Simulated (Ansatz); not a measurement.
A (111) slab of SnSe (Fm-3m (No. 225)), 9 planes, outer planes Se (top) and Se (bottom), with 9 atoms (Sn4Se5) in a surface cell of A = 15.910 Å², as cut from the bulk:

```xyz
9
Lattice="4.2862 0.0000 0.0000 -2.1431 3.7120 0.0000 0.0000 0.0000 28.9987" Properties=species:S:1:pos:R:3 pbc="T T T"
Se    0.0000    2.4746    7.5000
Sn    2.1431    1.2373    9.2498
Se    0.0000    0.0000   10.9997
Sn    0.0000    2.4746   12.7495
Se    2.1431    1.2373   14.4994
Sn    0.0000    0.0000   16.2492
Se    0.0000    2.4746   17.9990
Sn    2.1431    1.2373   19.7489
Se    0.0000    0.0000   21.4987
```

Method: DFT PBE, scalar-relativistic, plane waves, PAW in Ansatz 0.2.0. Settings: cutoff 420 eV, Γ-centred mesh 9×9×1 on the computed 9-atom cell, Gaussian smearing of 0.05 eV; no spin polarisation.

The relaxed slab holds 4 formula units of SnSe and 1 further Se. Against those formula units in the bulk and the further Se in its standard state it lies 0.165 eV higher. The formation energy of SnSe from the standard states is -0.867 eV a formula unit (uncorrected, no zero-point or thermal terms).

Q: Over what range can the chemical potential of Se vary, and what is the surface energy at both ends?

A: In contact with the bulk, μ(Se) + μ(Sn) is fixed. With Δμ counted from the standard states, Δμ(Se) ≤ 0 keeps elemental Se from forming, and Δμ(Sn) ≤ 0 requires Δμ(Se) ≥ ΔH = -0.867 eV. Other compounds of Se and Sn can narrow this range. Then γ, the mean of both faces, = [0.165 eV − 1.00·Δμ(Se)]/(2A). At the Se-rich end (Δμ = 0): 0.165/(2 × 15.910) × 16.02 = 0.08 J/m². At the Se-poor end: (0.165 + 0.867)/(2 × 15.910) × 16.02 = 0.52 J/m².

Q: How does its energy depend on growth conditions?

A: It carries an excess of Se, so its energy falls by 0.50 J/m² for each eV that μ(Se) rises: Se-rich conditions lower it; whether it appears depends on the other terminations.

The smearing is narrow for a metal on this mesh.

The reference crystal is the rock-salt form of SnSe, which isn't its usual structure. Closed-shell ions balance this formula, and semilocal functionals make gaps too small, so «metal» can mean here that the functional has closed a real gap.